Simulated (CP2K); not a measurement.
The system is CoO.

```
Co O
1.0
     3.01440    0.00000    0.00000
     1.50720    2.61054    0.00000
     1.50720    0.87018    2.46124
Co O
1 1
Direct
  0.00000 0.00000 0.00000
  0.50000 0.50000 0.50000
```

Base run:

```yaml
Program: CP2K 2026.2
Functional: PBE
Dispersion: D3(BJ)+ATM
Potentials_or_basis: POTENTIAL_UZH Co GTH-PBE-q17, O GTH-PBE-q6; TZVP-MOLOPT-PBE-GTH basis
Density_cutoff: 11565 eV
k_mesh: 11 × 11 × 11
Occupations: fermi-dirac, width 0.05 eV
Spin: collinear spin, ferromagnetic start
Starting_moments: "[2.0, 0.0] μB"
```

Its results: pressure -4.0 GPa; site moments Co +2.74; O +0.26 μB.

After a change of settings the same cell gave: pressure -1.0 GPa; site moments Co +2.74; O +0.26 μB. Which change was it?
A. dispersion from D3(BJ)+ATM to D3(BJ)
B. dispersion from D3(BJ)+ATM to D4
C. dispersion from D3(BJ)+ATM to rVV10
D. dispersion from D3(BJ)+ATM to D2

D.

Caveats: the basis of atomic orbitals isn't converged, which shifts pressures, moduli and gaps; the total moment is fixed, so each spin has its own Fermi level; a cell with one magnetic atom can't hold antiferromagnetic order, which such compounds often take.
